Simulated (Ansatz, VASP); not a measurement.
# TaN: VASP beside Ansatz

File INCAR:

```
ALGO = Normal
EDIFF = 1E-7
ENCUT = 520
GGA = PS
ISIF = 2
ISMEAR = 0
LASPH = T
LCHARG = F
LREAL = F
LWAVE = F
NBANDS = 15
NELM = 80
PREC = Accurate
SIGMA = 0.1
```

The input KPOINTS:

```
k-points
0
Gamma
  16 16 16
```

File POSCAR:

```
TaN
1.0
    0.0000000000      2.1879310204      2.1879310204
    2.1879310204      0.0000000000      2.1879310204
    2.1879310204      2.1879310204      0.0000000000
Ta N
1 1
Direct
    0.5000000000      0.5000000000      0.5000000000
    0.0000000000      0.0000000000      0.0000000000
```

Input for Ansatz:

```yaml
crystal:
  lattice:
    - [0.0, 2.1879310204, 2.1879310204]
    - [2.1879310204, 0.0, 2.1879310204]
    - [2.1879310204, 2.1879310204, 0.0]
  atoms:
    - { symbol: Ta, position: [0.5, 0.5, 0.5] }
    - { symbol: "N", position: [0.0, 0.0, 0.0] }
basis:
  ecutwfc: 420
kpoints:
  mp_grid: { grid: [16, 16, 16] }
  band_path:
    path:
      - [0.0, 0.0, 0.0]
      - [0.5, 0.0, 0.5]
      - [0.625, 0.25, 0.625]
      - [0.375, 0.375, 0.75]
      - [0.5, 0.5, 0.5]
      - [0.5, 0.25, 0.75]
      - [0.0, 0.0, -0.5]
    npoints: 1
hamiltonian:
  xc: pbesol
scf:
  occupations: { method: gaussian, width: 0.1 }
  n_extra_bands: 4
output:
  forces: true
  stress: true
  eigenvalues: true
```

Alike in both runs: task single point; functional PBEsol; k mesh 16 × 16 × 16; occupations gaussian, width 0.1 eV; no spin polarisation.

|  | VASP | Ansatz |
| --- | --- | --- |
| version | VASP 6.6.1 | Ansatz 0.2.0 |
| potentials or method | VASP PAW PBE potentials, release 64 (Ta_pv, N) | scalar-relativistic, plane waves, PAW |
| plane-wave cutoff (eV) | 520 | 420 |
| valence electrons in the cell | 16 | 18 |

```tsv
	VASP	Ansatz	Ansatz less VASP
gap on the k mesh at the Fermi level (eV)	none	none	-
pressure (GPa)	1.0	0.0	-1.00
```

A gap of «none» marks a metal or a gap that the smearing closes. The two sets of potentials don't hold the same shells in valence.

Caveats: the PAW data sets were made with another functional, which shifts forces and pressure a little (VASP). Spin-orbit coupling is left out, which matters for the levels of Ta.
